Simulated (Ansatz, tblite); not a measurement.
AlGa3As4: GFN1-xTB, run from Python

These are simulated results from tblite 0.8.0, not measurements. The cell was built from a prototype and was relaxed with r2SCAN in plane waves (Ansatz 0.2.0). It may be hypothetical. All runs are without spin polarisation.

The symmetry is P-43m (No. 215, cubic); conventional cell a = 5.670 Å, 22.79 Å³ an atom. Al is surrounded by 4 As at 2.45 Å; As is surrounded by 1 Al at 2.45 Å and 3 Ga at 2.46 Å; Ga is surrounded by 4 As at 2.46 Å.

tblite solves periodic systems at the zone centre alone, so the script builds a cluster of 2×2×2 conventional cells (64 atoms), which folds in a coarse mesh of k points.

The script, run.py:

```python
import json
from ase import Atoms
from ase.build import make_supercell
from ase.units import Bohr, GPa, Hartree
from tblite.interface import Calculator

atoms = Atoms(['Al', 'As', 'Ga', 'As', 'Ga', 'As', 'Ga', 'As'],
              cell=[[5.67003391, 0.0, 0.0], [0.0, 5.67003391, 0.0], [0.0, 0.0, 5.67003391]],
              scaled_positions=[[0.0, 0.0, 0.0], [0.249740104, 0.249740104, 0.249740104], [0.5, 0.5, 0.0], [0.750259896, 0.750259896, 0.249740104], [0.5, 0.0, 0.5], [0.750259896, 0.249740104, 0.750259896], [0.0, 0.5, 0.5], [0.249740104, 0.750259896, 0.750259896]],
              pbc=True)
cluster = make_supercell(atoms, [[2, 0, 0], [0, 2, 0], [0, 0, 2]])
calc = Calculator('GFN1-xTB', cluster.numbers, cluster.positions / Bohr, lattice=cluster.cell[:] / Bohr, periodic=cluster.pbc)
calc.set('temperature', 0.02 / Hartree)
calc.set('max-iter', 150)
res = calc.singlepoint()
levels = res.get('orbital-energies') * Hartree
nv = round(res.get('orbital-occupations').sum() / 2)
cells = len(cluster) // len(atoms)
out = {'energy_per_cell': res.get('energy') * Hartree / cells, 'homo': levels[nv - 1], 'lumo': levels[nv],
       'stress': (-res.get('virial') * Hartree / cluster.get_volume() / GPa).tolist(), 'charges': res.get('charges')[:len(atoms)].tolist(), 'electrons': 2 * nv / cells}
json.dump(out, open('results.json', 'w'))
for key, value in out.items():
    print(key, value)
```

Command: `python run.py`. It took 5.3 s on 1 thread of Arm Neoverse V2, with other jobs on the host, peak memory 0.14 GiB.

The log:

```
------------------------------------------------------------
  cycle        total energy    energy error   density error
------------------------------------------------------------
      1     -119.3791337840  -1.1927529E+02   4.2450044E-01
      2     -113.3447524254   6.0343814E+00   4.1011332E-01
      3     -110.1751067464   3.1696457E+00   3.7013411E-01
      4     -120.0617282783  -9.8866215E+00   4.1117178E-02
      5     -120.1286661684  -6.6937890E-02   8.3421504E-03
      6     -120.1278909478   7.7522056E-04   2.8655323E-03
      7     -120.1287913561  -9.0040831E-04   1.2822881E-03
      8     -120.1288675527  -7.6196570E-05   5.9476508E-04
      9     -120.1288738523  -6.2996079E-06   4.5190298E-04
     10     -120.1288805245  -6.6721404E-06   1.3078157E-04
     11     -120.1288806352  -1.1075741E-07   1.3398611E-04
     12     -120.1288816353  -1.0000817E-06   1.5590474E-05
     13     -120.1288816367  -1.3832562E-09   3.3813799E-06
------------------------------------------------------------

 total:                                   4.743 sec
energy_per_cell -408.6091713613871
homo -6.682499014028251
lumo -6.225727264360609
stress [[1.3093222599606709, 2.3625894549909538e-07, 2.3625333599313026e-07], [2.3625894557631286e-07, 1.3093222599686525, 2.3626002790454444e-07], [2.3625333583210737e-07, 2.3626002793075878e-07, 1.3093222599605874]]
charges [-0.1952412346071012, -3.0007885986338412e-05, 0.06512792383544558, -4.5608495997606635e-05, 0.06512792383566118, -4.560851406110178e-05, 0.06512792383450733, -4.560852604995613e-05]
electrons 32.0
```

The cycle table is in hartree for the whole cluster, and the lines after it are in eV (the energy for one cell). The printed stress is in GPa and positive in compression, and the pressure is its mean diagonal.

GFN1-xTB gives a gap of 0.46 eV. On the same cell, plane-wave PBE (Ansatz, 4×4×4 k points and the special points) gives a gap of 0.80 eV and r2SCAN a gap of 1.30 eV; on shared hosts these took about 13 and 28 core-seconds on the 8-atom cell, against 5.3 for the script. Semilocal gaps usually lie below measured ones. xTB was fitted to molecules, so gaps, charges and pressures of solids can be far off, and the gap also depends on the size of the cluster.

The same script was run on cells scaled at fixed shape and fractional coordinates:

```
volume (Å³/atom)  energy (meV/atom)  pressure (GPa, positive in compression)  gap (eV)
           20.05              117.3                                    14.11      1.56
           21.42               31.7                                     6.46      1.46
           22.79                0.0                                     1.31      0.46
           24.15               -6.2                                     0.40      0.00
           25.52                3.9                                    -2.59      0.00
```

The pressure crosses zero near 24.3 Å³/atom, but the curve is too rough for a fit.

xTB was fitted mostly to molecules, and a small cluster samples few k points, so gaps, pressures and kinks along a curve can be far from a solid's.

Spin-orbit coupling is left out.
